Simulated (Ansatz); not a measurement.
# Ta (sc type): the cost of one run

Method: DFT PBE, with the methods named in each step, in Ansatz 0.2.0.

## (1) The structure to begin with

Symmetry: Pm-3m, No. 221, cubic system. The conventional cell has a = 2.705 Å, b = 2.705 Å, c = 2.705 Å, α = 90.00°, β = 90.00°, γ = 90.00°. Ta (site symmetry m-3m) is surrounded by 6 Ta at 2.70 Å.

As a file:

```cif
data_structure
_symmetry_space_group_name_H-M 'Pm-3m'
_symmetry_Int_Tables_number 221
_cell_length_a 2.7047
_cell_length_b 2.7047
_cell_length_c 2.7047
_cell_angle_alpha 90.000
_cell_angle_beta 90.000
_cell_angle_gamma 90.000
_cell_volume 19.79
loop_
_atom_site_label
_atom_site_type_symbol
_atom_site_symmetry_multiplicity
_atom_site_Wyckoff_symbol
_atom_site_fract_x
_atom_site_fract_y
_atom_site_fract_z
_atom_site_occupancy
Ta1 Ta 1 a 0.00000 0.00000 0.00000 1
```

The file gives the conventional cell by its symmetry; the runs use the cell typed in the input.

Whether this phase is the stable one at these pressures isn't tested.

## (2) Cell relaxed at zero pressure, PAW

Contents of input.yaml:

```yaml
crystal:
  lattice:
    - [2.7047324411, 0.0, 0.0]
    - [0.0, 2.7047324411, 0.0]
    - [0.0, 0.0, 2.7047324411]
  atoms:
    - { symbol: Ta, position: [0.0, 0.0, 0.0] }
kpoints:
  mp_grid: { grid: [14, 14, 14] }
scf:
  occupations: { method: fermi_dirac, width: 0.08 }
hamiltonian:
  xc: pbe
  pseudopotentials: { kind: paw }
output:
  forces: true
  stress: true
  write_density: true
  write_potential: true
  elf: true
  volumetric_format: npy
relax:
  f_tol: 0.005
  max_steps: 40
  cell: {}
```

Launch:

```console
$ ansatz run input.yaml --threads 1 --pin off --max-ram 2048MiB --backend cpu --events-out ev --progress --plain --runs-dir out
```

Q: Estimate wall time and peak memory on 1 thread of Intel Xeon Platinum 8488C (Sapphire Rapids), shared host.

About 5 s, with a peak of 0.35 GiB.
